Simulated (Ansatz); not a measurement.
Structure relaxation of B3N2

Theory: DFT PBE, scalar-relativistic, plane waves, PAW (Ansatz 0.2.0). Cutoff 420 eV, Γ-centred k mesh, Gaussian smearing, no spin polarisation in the final step.

The start puts B3N2 on the anti-tetradymite structure type (R-3m, No. 166), with N in place of Bi, B in place of Te, at a guessed volume.

```
CELL_PARAMETERS angstrom
1.28413 0.74139 5.95260
-1.28413 0.74139 5.95260
0.00000 -1.48279 5.95260
ATOMIC_POSITIONS crystal
B 0.00000 0.00000 0.00000
B 0.20950 0.20950 0.20950
B 0.79050 0.79050 0.79050
N 0.40000 0.40000 0.40000
N 0.60000 0.60000 0.60000
```

Steps on the 6×6×6 mesh (5 atoms). 7 of 9 steps are shown, and the free energy counts from the last. Trial steps that were taken back and renewals of the plane-wave basis can be among the rows.

```tsv
step	ΔF (meV/atom)	V (Å³/atom)	P (GPa)	largest force component (eV/Å)
1	210.1	6.80	-39.27	1.354
2	78.7	6.42	-29.02	0.412
3	2.8	5.72	0.99	0.829
4	-1.7	5.69	1.27	0.285
5	-2.5	5.70	0.21	0.022
7	0.0	5.71	-0.72	0.005
9	0.0	5.70	0.00	0.005
```

A final relaxation ran on a 18×18×18 mesh. The relaxed crystal, R-3m (No. 166):

Space group R-3m:H (No. 166). a = 2.470 Å, b = 2.470 Å, c = 16.173 Å, α = 90.00°, β = 90.00°, γ = 120.00°
```csv
atom,site,symmetry,x,y,z
B,3a,-3m,0.0000,0.0000,0.0000
B,6c,3m,0.3333,0.6667,0.8764
N,6c,3m,0.6667,0.3333,0.7307
```

* Volume per atom: 5.70 Å³
* Density: 3.52 g/cm³
* Energy over the elements: 0.74 eV/atom
* Gap on the 18×18×18 mesh: 0 eV (a metal)

The zero of energy is the elements' standard structures at the same level (N₂ as a molecule); no fitted shifts are applied.

The final run used a 18×18×18 mesh on its 5-atom cell and 0.10 eV smearing. For metals, differences of a few meV/atom aren't resolved.

A structure relaxed within its symmetry needn't be a true minimum.

Cost: 4 runs of about 2 core-minutes in all, on Arm Neoverse V1 (shared hosts).